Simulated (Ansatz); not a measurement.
Crystal: ZrS.

```
Zr S
1.0
     0.00000    2.62500    2.62500
     2.62500    0.00000    2.62500
     2.62500    2.62500    0.00000
Zr S
1 1
Direct
  0.00000 0.00000 0.00000
  0.50000 0.50000 0.50000
```

```yaml
Program: Ansatz 0.2.0
Task: relaxation of cell and atoms
Functional: PBE
Dispersion: D4
Potentials_or_basis: Ansatz PAW
Cutoff: "420 eV (not typed: the program's choice for these potentials)"
k_mesh: 9 × 9 × 9
Occupations: fermi-dirac, width 0.05 eV
Spin: no spin polarisation
```

At the start: volume 18.09 Å³/atom.

Question: Where does the relaxation end?

Answer: It ends after 5 steps and the volume is 17.45 Å³/atom (-3.5 %); space group Fm-3m (No. 225, to 0.05 Å).

Step by step:
```tsv
step	energy change (eV)	largest force (eV/Å)	volume (Å³)
1	0.0000	0.0000	36.18
2	-0.0119	0.0000	34.15
3	-0.0193	0.0000	34.95
4	-0.0194	0.0000	34.91
5	-0.0192	0.0000	34.91
```

Final structure:
```
CELL_PARAMETERS angstrom
0.00000 2.59393 2.59393
2.59393 0.00000 2.59393
2.59393 2.59393 0.00000
ATOMIC_POSITIONS crystal
Zr 0.00000 0.00000 0.00000
S 0.50000 0.50000 0.50000
```

Caveat: the plane-wave basis is chosen anew once the cell has moved, so the energies of steps on either side of that aren't comparable.
